**Question.** Three crystal forms of selenium are squeezed and stretched on the computer: the trigonal form, built of parallel helical chains, and two metallic forms, bcc and simple cubic. At volume scale 1 an atom occupies 54.20 Å³ in the chain crystal, 20.90 Å³ in bcc and 23.28 Å³ in simple cubic. Use the table, chiefly its rows 0.88 and 1, to answer the questions below.

Selenium, each relaxed cell scaled uniformly; Ansatz 0.2.0, RPBE, scalar-relativistic plane-wave PAW, cutoff 420 eV, no spin polarisation. The k mesh is 6×6×6 (chain), 14×14×14 (bcc) or 12×12×12 (simple cubic), the Fermi-Dirac smearing 0.05 eV (chain) or 0.1 eV (both cubic forms). Energies are for zero smearing, from scale 1; pressures keep the smearing and are positive in compression.

| volume scale | energy change, trigonal chain (meV/atom) | pressure, trigonal chain (GPa) | energy change, bcc (meV/atom) | pressure, bcc (GPa) | energy change, simple cubic (meV/atom) | pressure, simple cubic (GPa) |
| --- | --- | --- | --- | --- | --- | --- |
| 0.88 | 68.4 | 3.78 | 82.4 | 11.64 | 86.4 | 11.18 |
| 0.92 | 28.1 | 2.24 | 34.6 | 6.97 | 35.4 | 6.62 |
| 0.96 | 6.4 | 1.00 | 8.6 | 3.24 | 8.2 | 2.98 |
| 1 | 0.0 | -0.01 | 0.0 | 0.27 | 0.0 | 0.09 |
| 1.04 | 5.8 | -0.82 | 5.3 | -2.10 | 6.8 | -2.21 |
| 1.08 | 21.6 | -1.48 | 21.7 | -3.97 | 25.6 | -4.03 |
| 1.12 | 45.3 | -2.01 | 46.9 | -5.43 | 53.9 | -5.46 |

1. At volume scale 0.88, which form has paid most energy, and which pushes back hardest?
2. Why do the pressures differ so much more than the energies? Estimate the ratio of the bcc pressure to the trigonal one.
3. Does the trigonal pressure tell how easily the chains are pushed together?
4. What would change if the calculation included dispersion, the weak attraction between the chains?
5. Why does squeezing by 12% cost more than stretching by 12%?
6. Why is the bcc pressure at scale 1 not zero, and would a smaller smearing cure it?

**Model answer**

**1.** Simple cubic has paid most, 86.4 meV per atom, and the chain crystal least, 68.4 meV. The pressures are spread far more widely: 3.78 GPa for the chains and about three times as much for each of the metals. Bcc pushes back hardest, with 11.64 GPa against 11.18 GPa for simple cubic, though part of this narrow lead is owed to the leftover pressure discussed in answer 6.

*Remark.* The energies give no order of stability, because each form is counted from its own unscaled cell. On a common scale, simple cubic lies 0.34 eV and bcc 0.77 eV per atom above the chain crystal. Both metals are held in their cubic symmetry here and may be unstable against distortion.

**2.** Pressure is the energy paid per volume removed, $p=-\mathrm{d}E/\mathrm{d}V$, with $E$ and $V$ taken per atom. Write $V=sV_0$, where $s$ is the volume scale and $V_0$ the volume at scale 1. Then

$$p=-\frac{1}{V_0}\,\frac{\mathrm{d}E}{\mathrm{d}s}.$$

The same energy curve gives less pressure when it belongs to a roomier cell. Removing 12% of the volume takes far more space from the chain crystal than from bcc, for a similar price.

If two energy curves have the same shape and differ only by a factor, their slopes differ by that factor too. The pressure ratio is then the energy ratio times the inverse ratio of the volumes:

$$\frac{p_\mathrm{bcc}}{p_\mathrm{chain}}\approx\frac{82.4}{68.4}\times\frac{54.20}{20.90}=3.12.$$

The computed pressures give 11.64/3.78 = 3.08, so the estimate is about 1% too high. Most of the factor of three comes from packing, which contributes a factor of 2.6, while the energy contributes only 1.2.

*Remark.* Energy and pressure come from the same runs and are tied by thermodynamics, so the agreement confirms only that the curves are alike in shape. The bulk modulus, the resistance to a fractional change of volume, tells the same story. Under uniform scaling it is 23 GPa for the chains and 67 GPa for bcc, but multiplied by the volume per atom it becomes 7.7 and 8.7 eV. The output printed below has these products for all three forms. A plausible reason for their closeness is that a few strong bonds in the chain resist about as much as many weaker ones in the metals, though the calculation does not separate the bonds.

**3.** No. Every length in the cell is scaled alike, so at 0.88 the covalent bonds within the chains are also about 4% shorter. In the output printed below, the stress at this scale is 5.8 GPa along the chains and 2.8 GPa across them, which points to strained bonds as the main resistance. Even the sideways part need not come from contact between chains. The bonds of a helix lean away from its axis, so a sideways squeeze shortens them as well.

The band gap supports this reading: it widens from 1.86 eV at scale 1 to 2.22 eV at 0.88. Shorter bonds push the antibonding levels up, away from the lone pairs that form the top of the valence band, whereas chains that merely crowd together would broaden the bands and tend to close the gap. A crystal free to change its shape can bring its chains closer and largely spare its bonds, so at the same level of theory it would be softer than this curve.

**4.** The chains would move together and the cell would shrink, mainly sideways. Without dispersion the calculated cell is far larger than the measured one. Suppose that dispersion halved its volume. By the formula in answer 2, the same energy curve in half the space would double the pressure under uniform scaling. Closer chains would also start to resist each other, so the doubling covers the effect of packing alone.

*Remark.* The trigonal pressure thus carries two errors of opposite sign: the swollen cell lowers it, while the uniform scaling, which strains the bonds, raises it. Neither this pressure nor the bulk modulus drawn from it should be entered in a data sheet as the stiffness of grey selenium.

**5.** Part of the answer is geometry. A 12% smaller volume shortens each length by 4.2%, while a 12% larger one lengthens it by only 3.9%. If the energy grew as the square of the change in length, squeezing would cost about 1.2 times as much as stretching. In the chain crystal it costs 1.5 times as much. The rest reflects a general property of bonds: the repulsion between atoms steepens as they approach, while their attraction weakens as they part.

**6.** The 0.27 GPa has two sources, which the output printed below separates. About 0.22 GPa is a true slope of the energy: the bcc cell called scale 1 is slightly too small, and its energy is lowest at a volume about 0.3% larger. The other 0.05 GPa comes from the electronic entropy that smearing brings in. Expansion narrows the bands of a metal and puts more states near the Fermi level, so the entropy favours a larger cell.

Halving the smearing width would cut the entropy part to about a quarter, provided the density of states is smooth near the Fermi level. The larger part would remain, because only a better relaxed cell removes it.

*Remark.* This small offset limits what the rows near scale 1 can tell, even where every printed digit is sound. At scale 1.04 bcc has paid 5.3 meV and the chain crystal 5.8 meV, as if bcc were the softer of the two. In fact the minimum of bcc lies slightly beyond scale 1, so bcc has been stretched less from its minimum than the chain crystal has. The estimate of answer 2 suffers too: in this row it gives (5.3/5.8) × (54.20/20.90) = 2.37, against 2.10/0.82 = 2.56 from the computed pressures.

A working rule follows for comparing crystals of different packing. To compare how strongly the atoms resist, take the energy per atom at the same fractional compression, or the bulk modulus times the volume per atom. To find the load that a press must supply, take the pressure itself, but only from a curve whose cell shape and atoms are relaxed at each volume, which the chain column is not. When energies or pressures are compared row by row, prefer the rows far from scale 1, where a slightly misplaced minimum matters least.

Output of the analysis:

```
simple cubic above trigonal at scale 1 (meV/atom): 339.5
bcc above trigonal at scale 1 (meV/atom): 771
energy ratio at 0.88, bcc to trigonal: 1.205
energy ratio at 0.88, simple cubic to trigonal: 1.263
volume ratio, trigonal to bcc: 2.593
volume ratio, trigonal to simple cubic: 2.328
estimated pressure ratio at 0.88, bcc to trigonal: 3.124
computed pressure ratio at 0.88, bcc to trigonal: 3.079
estimated pressure ratio at 0.88, simple cubic to trigonal: 2.941
computed pressure ratio at 0.88, simple cubic to trigonal: 2.958
bulk modulus from pressures at 0.96 and 1.04, trigonal (GPa): 22.75
bulk modulus from pressures at 0.96 and 1.04, bcc (GPa): 66.75
bulk modulus from pressures at 0.96 and 1.04, simple cubic (GPa): 64.88
bulk modulus times volume, trigonal (eV/atom): 7.696
bulk modulus times volume, bcc (eV/atom): 8.707
bulk modulus times volume, simple cubic (eV/atom): 9.426
trigonal cell under uniform scaling:
   row  change of every length in percent  stress along chains GPa  stress across chains GPa  gap eV
  0.88                             -4.172                    5.797                     2.776   2.222
  0.92                             -2.741                    3.439                     1.642    2.09
  0.96                             -1.352                     1.54                     0.725   1.969
   1.0                                  0                    0.009                    -0.018   1.858
  1.04                              1.316                   -1.227                     -0.62   1.755
  1.08                              2.599                   -2.224                    -1.108    1.66
  1.12                               3.85                   -3.027                    -1.502   1.572
energy at 0.88 over energy at 1.12, trigonal: 1.51
energy at 0.88 over energy at 1.12, simple cubic: 1.603
bcc pressure at scale 1 from the energy slope (GPa): 0.2156
bcc pressure at scale 1 from electronic entropy (GPa): 0.05473
simple cubic pressure at scale 1 from the energy slope (GPa): 0.02007
simple cubic pressure at scale 1 from electronic entropy (GPa): 0.07122
```
